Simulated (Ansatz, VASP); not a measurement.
**One calculation of V, two programs**

```
V
1.0
     2.36428    0.00000    0.00000
    -1.18214    2.04753    0.00000
     0.00000    0.00000    2.19992
V
1
Direct
  0.00000 0.00000 0.00000
```

Change from the starting cell: volume scaled by 0.75, LAPW.

Alike in both runs: task single point; functional PBE; k mesh 17 × 17 × 15; occupations fermi-dirac, width 0.05 eV; no spin polarisation.

```csv
,VASP,Ansatz
version,VASP 6.6.1,Ansatz 0.2.0
potentials or method,"VASP PAW PBE potentials, release 64 (V_sv), cutoff 520 eV","all-electron LAPW, scalar-relativistic"
```

```tsv
	VASP	Ansatz	Ansatz less VASP
pressure (GPa)	78.2	76.5	-1.63
largest component of the traceless stress (GPa)	0.78	0.01	-0.765
```

Ansatz ran all-electron here, so the differences hold the error of VASP's frozen core and of both bases.

Caveats: the cell as given lies far from equilibrium; so large a pressure means that the cell lies far from this level's equilibrium, or that cutoff or potentials fall short (VASP).
